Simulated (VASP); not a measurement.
# As in VASP: further runs, part 2 of 2

VASP 6.6.1.

**4. Single point, PBE+D3(BJ)**

INCAR reads:

```
SYSTEM = As
  PREC = Accurate
  ENCUT = 520
  EDIFF = 1E-6
  ISMEAR = 0
  SIGMA = 0.05
  LREAL = .False.
  LASPH = .True.
  NELM = 100
  ALGO = Normal
  ISIF = 2
  LWAVE = .False.
  LCHARG = .False.
  LDIPOL = .True.
  IDIPOL = 3
  DIPOL = 0.5 0.5 0.369
  GGA = PE
  IVDW = 12
  NBANDS = 18
```

KPOINTS reads:

```
Automatic mesh
0
Gamma
  9 9 1
  0 0 0
```

POSCAR reads:

```
As
1.0
    3.5713380906      0.0000000000      0.0000000000
   -1.7856690453      3.0928695120      0.0000000000
    0.0000000000      0.0000000000     20.2952802043
As
4
Direct
    0.3333333333      0.6666666667      0.2905917062
    0.6666666667      0.3333333333      0.2217264287
    0.6666666667      0.3333333333      0.5166363853
    0.3333333333      0.6666666667      0.4477711079
```

Potentials or basis: VASP PAW PBE potentials, release 64 (As).

Run with:

```sh
> cat potpaw_PBE.64/As/POTCAR > POTCAR
> mpirun -np 1 vasp_std > vasp.out
```

OUTCAR:

```text
SYSTEM = As
   PREC = Accurate
   ENCUT = 520
   EDIFF = 1E-6
   ISMEAR = 0
   LREAL = .False.
   LASPH = .True.
   NELM = 100
   ISIF = 2
   GGA = PE
   IVDW = 12
 IVDW          = 12

 ion  position               nearest neighbor table
   1  0.333  0.667  0.291-   2 2.49   2 2.49   2 2.49
   2  0.667  0.333  0.222-   1 2.49   1 2.49   1 2.49
   3  0.667  0.333  0.517-   4 2.49   4 2.49   4 2.49
   4  0.333  0.667  0.448-   3 2.49   3 2.49   3 2.49

  LATTYP: Found a hexagonal cell.
 ALAT       =     3.5713380906
 C/A-ratio  =     5.6828224294

  Lattice vectors:

 A1 = (   3.5713380906,   0.0000000000,   0.0000000000)
 A2 = (  -1.7856690453,   3.0928695120,   0.0000000000)
 A3 = (   0.0000000000,   0.0000000000,  20.2952802043)

Analysis of symmetry for initial positions (statically):
=====================================================================
 Subroutine PRICEL returns:
 Original cell was already a primitive cell.

 Routine SETGRP: Setting up the symmetry group for a
 hexagonal supercell.

 Subroutine GETGRP returns: Found 12 space group operations
 (whereof  6 operations were pure point group operations)
 out of a pool of 24 trial point group operations.

The static configuration has the point symmetry C_3v.
 The point group associated with its full space group is D_3h.

Analysis of symmetry for dynamics (positions and initial velocities):
=====================================================================
 Subroutine PRICEL returns:
 Original cell was already a primitive cell.

 Routine SETGRP: Setting up the symmetry group for a
 hexagonal supercell.

 Subroutine GETGRP returns: Found 12 space group operations
 (whereof  6 operations were pure point group operations)
 out of a pool of 24 trial point group operations.

The dynamic configuration has the point symmetry C_3v.
 The point group associated with its full space group is D_3h.

 Subroutine INISYM returns: Found 12 space group operations
 (whereof  6 operations are pure point group operations),
 and found     1 'primitive' translations

----------------------------------------------------------------------------------------

                                     Primitive cell

  volume of cell :     224.1752

  direct lattice vectors                    reciprocal lattice vectors
     3.571338091  0.000000000  0.000000000     0.280007094  0.161662171  0.000000000
    -1.785669045  3.092869512  0.000000000     0.000000000  0.323324342  0.000000000
     0.000000000  0.000000000 20.295280204     0.000000000  0.000000000  0.049272540

  length of vectors
     3.571338091  3.571338091 20.295280204     0.323324342  0.323324342  0.049272540

  position of ions in fractional coordinates (direct lattice)
     0.333333333  0.666666667  0.290591706
     0.666666667  0.333333333  0.221726429
     0.666666667  0.333333333  0.516636385
     0.333333333  0.666666667  0.447771108

  ion indices of the primitive-cell ions
   primitive index   ion index
                 1           1
[... 37 lines left out ...]
  0.111111  0.111111  0.000000      6.000000
  0.222222  0.111111  0.000000     12.000000
  0.333333  0.111111  0.000000     12.000000
  0.444444  0.111111  0.000000      6.000000
  0.222222  0.222222  0.000000      6.000000
  0.333333  0.222222  0.000000     12.000000
  0.333333  0.333333  0.000000      2.000000
   k-points           NKPTS =     12   k-points in BZ     NKDIM =     12   number of bands    NBANDS=     18
   number of dos      NEDOS =    301   number of ions     NIONS =      4
   total plane-waves  NPLWV = 125440
   dimension x,y,z NGX =    28 NGY =   28 NGZ =  160
   dimension x,y,z NGXF=    56 NGYF=   56 NGZF=  320
   ions per type =               4
   NGX,Y,Z   is equivalent  to a cutoff of  13.03, 13.03, 13.11 a.u.
   NGXF,Y,Z  is equivalent  to a cutoff of  26.07, 26.07, 26.21 a.u.
 SYSTEM =  As
   PREC   = accura    normal or accurate (medium, high low for compatibility)
   ISTART =      0    job   : 0-new  1-cont  2-samecut
   ICHARG =      2    charge: 1-file 2-atom 10-const
   ISPIN  =      1    spin polarized calculation?
   LNONCOLLINEAR =      F non collinear calculations
   LSORBIT =      F    spin-orbit coupling
   LASPH  =      T    aspherical Exc in radial PAW
   ENCUT  =  520.0 eV  38.22 Ry    6.18 a.u.   6.64  6.64 37.74*2*pi/ulx,y,z
   NELM   =    100;   NELMIN=  2; NELMDL= -5     # of ELM steps
   EDIFF  = 0.1E-05   stopping-criterion for ELM
   LREAL  =      F    real-space projection
   EDIFFG = 0.1E-04   stopping-criterion for IOM
   NSW    =      0    number of steps for IOM
   IBRION =     -1    ionic relax: 0-MD 1-quasi-New 2-CG
   NFREE  =      0    steps in history (QN), initial steepest desc. (CG)
   ISIF   =      2    stress and relaxation
   ISYM   =      2    0-nonsym 1-usesym 2-fastsym
   POTIM  = 0.5000    time-step for ionic-motion
   TEBEG  =    0.0;   TEEND  =   0.0 temperature during run
   PSTRESS=    0.0 pullay stress
   NELECT =      20.0000    total number of electrons
   NUPDOWN=      -1.0000    fix difference up-down
   EMIN   =  10.00;   EMAX   =-10.00  energy-range for DOS
   EFERMI =   0.00;   METHOD = LEGACY
   ISMEAR =     0;   SIGMA  =   0.05  broadening in eV -4-tet -1-fermi 0-gaus
   EFERMI_NEDOS =   21; number of points for ismear=-14 and -15
   IALGO  =     38    algorithm
   IMIX   =      4    mixing-type and parameters
     AMIX     =   0.40;   BMIX     =  1.00
     AMIX_MAG =   1.60;   BMIX_MAG =  1.00
  volume/ion in A,a.u.               =      56.04       378.20
  Fermi-wavevector in a.u.,A,eV,Ry     =   0.731513  1.382360  7.280639  0.535112
  Thomas-Fermi vector in A             =   1.823749
   LORBIT       =      0    0 simple, 1 ext, 2 COOP (PROOUT), +10 PAW based schemes
   GGA     = PE    functional components
   LHFCALC =     F    Hartree Fock is set to
   AEXX    =    0.0000 exact exchange contribution
   IVDW    =    12    specifies the selected vdW correction
   LEPSILON=     F    determine dielectric tensor
   LRPA    =     F    only Hartree local field effects (RPA)
 non-spin polarized calculation
 Gauss-broadening in eV      SIGMA  =   0.05
  energy-cutoff  :      520.00
  volume of cell :      224.18
 maximum number of plane-waves:      6099
 NGX is ok and might be reduce to    28
   NGX = 13   NGY = 13   NGZ = 75

 dipolmoment           0.000000      0.000000      0.000002 electrons x Angstroem

 number of electron      20.0000002 magnetization

 dipolmoment           0.000000      0.000000     -0.000001 electrons x Angstroem

 Free energy of the ion-electron system (eV)
  ---------------------------------------------------
  ext. energy  EPLUGINS =         0.00000000
  ---------------------------------------------------
  free energy    TOTEN  =       -18.41467361 eV

  energy without entropy =      -18.41467361  energy(sigma->0) =      -18.41467361

 E-fermi :  -0.7628     XC(G=0):  -4.6363

 val. band max:       -0.9989320700   @ k =   0.1111   0.1111   0.0000
 cond. band min:      -0.3916930369   @ k =   0.3333   0.0000   0.0000
 fundamental gap:      0.6072390331
 Fermi energy:        -0.7628362461

 k-point     1 :       0.0000    0.0000    0.0000
  band No.  band energies     occupation
      1     -15.3035      2.00000
      2     -15.1594      2.00000
      3      -9.3558      2.00000
      4      -8.4520      2.00000
      5      -3.1081      2.00000
      6      -1.6093      2.00000
[... 229 lines left out ...]
      5      -6.1537      2.00000
      6      -5.9884      2.00000
[... 10 lines left out ...]
     17       6.0662      0.00000
     18       7.3022      0.00000

------------------------ aborting loop because EDIFF is reached ----------------------------------------

 vacuum level on the upper side and lower side of the slab       (xc-potential included)        -0.176        -0.177

 Edisp (eV)   -1.10160

 E8    (eV) :    -0.4806

  FORCE on cell =-STRESS in cart. coord.  units (eV):
  Direction    XX          YY          ZZ          XY          YZ          ZX
  --------------------------------------------------------------------------------------
  -------------------------------------------------------------------------------------
  Total       0.52500     0.52500     2.15931     0.00000    -0.00000     0.00000
  in kB       3.75219     3.75219    15.43257     0.00000    -0.00000     0.00000
  external pressure =        7.65 kB  Pullay stress =        0.00 kB

 VOLUME and BASIS-vectors are now :
 -----------------------------------------------------------------------------
  energy-cutoff  :      520.00
  volume of cell :      224.18
      direct lattice vectors                 reciprocal lattice vectors
     3.571338091  0.000000000  0.000000000     0.280007094  0.161662171  0.000000000
    -1.785669045  3.092869512  0.000000000     0.000000000  0.323324342  0.000000000
     0.000000000  0.000000000 20.295280204     0.000000000  0.000000000  0.049272540

 POSITION                                       TOTAL-FORCE (eV/Angst)
 -----------------------------------------------------------------------------------
     -0.00000      2.06191      5.89764         0.000000      0.000000     -0.309543
      1.78567      1.03096      4.50000        -0.000000     -0.000000     -0.198280
      1.78567      1.03096     10.48528        -0.000000     -0.000000      0.198280
     -0.00000      2.06191      9.08764         0.000000      0.000000      0.309543
 -----------------------------------------------------------------------------------
    total drift:                                0.000000     -0.000000     -0.000023

  FREE ENERGIE OF THE ION-ELECTRON SYSTEM (eV)
  ---------------------------------------------------
  free  energy   TOTEN  =       -19.5162772553 eV

  energy  without entropy=      -19.5162772553  energy(sigma->0) =      -19.51627726

 vacuum level on the upper side and lower side of the slab         3.714         3.713
```

OSZICAR:

```text
N       E                     dE             d eps       ncg     rms          rms(c)
DAV:   1     0.111768407433E+03    0.11177E+03   -0.66304E+03   432   0.820E+02
DAV:   2    -0.628365166266E+01   -0.11805E+03   -0.11225E+03   558   0.143E+02
DAV:   3    -0.182784698482E+02   -0.11995E+02   -0.11920E+02   590   0.514E+01
DAV:   4    -0.185385406635E+02   -0.26007E+00   -0.25958E+00   550   0.867E+00
DAV:   5    -0.185427782896E+02   -0.42376E-02   -0.42368E-02   578   0.107E+00    0.493E+00
DAV:   6    -0.184574122377E+02    0.85366E-01   -0.43566E-02   484   0.992E-01    0.290E+00
DAV:   7    -0.184133719680E+02    0.44040E-01   -0.84739E-02   532   0.138E+00    0.173E-01
DAV:   8    -0.184141775761E+02   -0.80561E-03   -0.21766E-03   512   0.244E-01    0.947E-02
DAV:   9    -0.184145677495E+02   -0.39017E-03   -0.89264E-04   474   0.150E-01    0.303E-02
DAV:  10    -0.184145659748E+02    0.17747E-05   -0.31334E-05   582   0.284E-02    0.167E-02
DAV:  11    -0.184145720102E+02   -0.60354E-05   -0.94235E-05   494   0.417E-02    0.822E-03
DAV:  12    -0.184145803611E+02   -0.83509E-05   -0.15464E-06   466   0.588E-03    0.499E-03
DAV:  13    -0.184146126633E+02   -0.32302E-04   -0.22578E-05   482   0.136E-02    0.266E-03
DAV:  14    -0.184146214551E+02   -0.87918E-05   -0.20709E-06   496   0.478E-03    0.179E-03
DAV:  15    -0.184146545832E+02   -0.33128E-04   -0.16869E-06   532   0.527E-03    0.119E-03
DAV:  16    -0.184146593022E+02   -0.47190E-05   -0.42998E-08   362   0.861E-04    0.677E-04
DAV:  17    -0.184146728838E+02   -0.13582E-04   -0.48584E-07   410   0.176E-03    0.243E-04
DAV:  18    -0.184146736098E+02   -0.72606E-06   -0.18495E-08   346   0.444E-04
   1 F= -.19516277E+02 E0= -.19516277E+02  d E =-.433922E-12
```

stdout:

```text
POSCAR found type information on POSCAR As
 POSCAR found :  1 types and       4 ions
 scaLAPACK will be used
 LDA part: xc-table for (Slater+PW92), standard interpolation
 POSCAR, INCAR and KPOINTS ok, starting setup
 FFT: planning ... GRIDC
 FFT: planning ... GRID_SOFT
 FFT: planning ... GRID
 WAVECAR not read
 entering main loop
```

It took 34 s on 1 thread of Intel Xeon 6975P-C (Granite Rapids), shared host; peak memory 0.33 GiB.

Results:

| Item | Value |
| --- | --- |
| Free energy | -19.5163 eV |
| Largest force | 0.310 eV/Å |
| Band gap on the k mesh | 0.61 eV, indirect (least direct gap 1.16 eV) |
| Dispersion energy per atom | -0.275 eV |

Forces in eV/Å, atoms in the order of the input:
```
As   0.000  0.000 -0.310
As   0.000  0.000 -0.198
As   0.000  0.000  0.198
As   0.000  0.000  0.310
```

Expect the measured gap to be larger: semilocal functionals such as PBE lack the derivative discontinuity.
